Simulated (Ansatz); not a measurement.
Crystal: WC (Qusongite).

```
CELL_PARAMETERS angstrom
2.90650 0.00000 0.00000
-1.45325 2.51710 0.00000
0.00000 0.00000 2.83660
ATOMIC_POSITIONS crystal
W 0.00000 0.00000 0.00000
C 0.66667 0.33333 0.50000
```

| Item | Value |
| --- | --- |
| Program | Ansatz 0.2.0 |
| Task | relaxation of cell and atoms |
| Functional | revPBE |
| Potentials or basis | all-electron LAPW, scalar-relativistic |
| Basis error allowed | 0.001 eV/atom |
| k mesh | 10 × 10 × 9 |
| Occupations | fermi-dirac, width 0.05 eV |
| Spin | no spin polarisation |

At the start: volume 10.38 Å³/atom.

Task: Where does the relaxation end?

Result: Over 5 steps the energy falls by 6.5 meV/atom and the volume is 10.62 Å³/atom (+2.3 %); space group P-6m2 (No. 187, to 0.05 Å).

Step by step:
| step | energy change (eV) | largest force (eV/Å) | volume (Å³) |
| --- | --- | --- | --- |
| 1 | 0.0000 | 0.0000 | 20.75 |
| 2 | -0.0051 | 0.0000 | 21.52 |
| 3 | -0.0130 | 0.0000 | 21.26 |
| 4 | -0.0131 | 0.0000 | 21.23 |
| 5 | -0.0131 | 0.0000 | 21.23 |

Final structure:
```
CELL_PARAMETERS angstrom
2.93113 0.00000 0.00000
-1.46557 2.53844 0.00000
0.00000 0.00000 2.85342
ATOMIC_POSITIONS crystal
W 0.00000 0.00000 0.00000
C 0.66667 0.33333 0.50000
```
